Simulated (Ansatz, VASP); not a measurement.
# CdS (Hawleyite): VASP beside Ansatz

```
Cd S
1.0
     0.00000    2.89693    2.89693
     2.89693    0.00000    2.89693
     2.89693    2.89693    0.00000
Cd S
1 1
Cartesian
  0.0000 0.0000 0.0000
  4.3454 4.3454 4.3454
```

Alike in both runs: task single point; functional BLYP; dispersion D4; k mesh 8 × 8 × 8; occupations fermi-dirac, width 0.05 eV; no spin polarisation.

|  | VASP | Ansatz |
| --- | --- | --- |
| version | VASP 6.6.1 | Ansatz 0.2.0 |
| potentials or method | VASP PAW PBE potentials, release 64 (Cd, S) | Ansatz PAW |
| plane-wave cutoff (eV) | 520 | 420 |
| valence electrons in the cell | 18 | 26 |

VASP gave:

- gap on the k mesh at the Fermi level (eV): 1.17
- least direct gap on the mesh (eV): 1.17
- pressure (GPa): 3.5
- dispersion energy (meV/atom): -601.6

Task: Estimate Ansatz's values.

Result: gap on the k mesh at the Fermi level (eV): 1.14; least direct gap on the mesh (eV): 1.14; pressure (GPa): 3.0; dispersion energy (meV/atom): -601.7.

The two sets of potentials don't hold the same shells in valence.

Caveats: the PAW data sets were made with another functional, which shifts forces and pressure a little (VASP); the PAW data sets come from PBE, with cores solved anew for the run's functional, which leaves a small shift of forces and pressure (Ansatz). BLYP gaps usually lie below the measured ones, often by a third to a half.
